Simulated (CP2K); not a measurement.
Runs of CP2K 2026.2 on Co. It takes space group P6_3/mmc (No. 194, hexagonal). Conventional cell: a = 2.472 Å, b = 2.472 Å, c = 4.021 Å, α = 90.00°, β = 90.00°, γ = 120.00°. Co (site symmetry -6m2) is surrounded by 12 Co at 2.47 Å. 

```tsv
task	level	potentials or basis	cell	k mesh	smearing	EPS_DEFAULT	k points reduced by the point group	MIXING METHOD	MIXING ALPHA	NBUFFER	gap on the mesh (eV)	pressure (GPa)	moment (μB)
band structure	PBE	POTENTIAL_UZH Co GTH-PBE-q17; TZVP-MOLOPT-PBE-GTH basis	as given	12 × 12 × 7	fermi-dirac 0.01 eV	1.0E-9	yes	PULAY_MIXING	0.4	6	none	6.7	3.34
band structure	r2SCAN	POTENTIAL_UZH Co GTH-SCAN-q17; TZVP-MOLOPT-SCAN-GTH basis	as given	12 × 12 × 7	fermi-dirac 0.0259 eV	1.0E-9	yes	PULAY_MIXING	0.4	6	none	(a)	3.61
band structure	PBEsol	POTENTIAL_UZH Co GTH-PBE-q17; TZVP-MOLOPT-PBE-GTH basis	as given	12 × 12 × 7	fermi-dirac 0.0259 eV	1.0E-9	yes	PULAY_MIXING	0.4	6	none	-3.9	3.33
relaxation of cell and atoms	PBE	POTENTIAL_UZH Co GTH-PBE-q17; TZVP-MOLOPT-PBE-GTH basis	relaxed	9 × 9 × 5	fermi-dirac 0.0259 eV	1.0E-9	-	BROYDEN_MIXING	0.2	10	none	0.0	3.16
band structure	LDA	GTH_POTENTIALS Co GTH-PADE-q17; TZVP-MOLOPT-PBE-GTH basis	as given	12 × 12 × 7	fermi-dirac 0.01 eV	1.0E-10	yes	PULAY_MIXING	0.4	6	none	-14.3	(c)
single point	PBE	POTENTIAL_UZH Co GTH-PBE-q17; TZVP-MOLOPT-PBE-GTH basis	as given	12 × 12 × 7	fermi-dirac 0.05 eV	1.0E-10	yes	BROYDEN_MIXING	0.2	10	none	(b)	(d)
```

Alike in all rows: spin collinear, ferromagnetic start.

Task: Estimate the missing entries.

Result: (a) 2.7; (b) 6.5; (c) 3.30; (d) 3.32.

Caveats: the basis of atomic orbitals isn't converged, which shifts pressures, moduli and gaps; the potentials were made for another functional, which shifts forces and pressure (some runs); the printed path begins after the first move (some runs).

A k mesh can miss the band edges.

A gap of «none» marks a metal or a gap under the smearing width.

Not every run made on this cell is shown here.
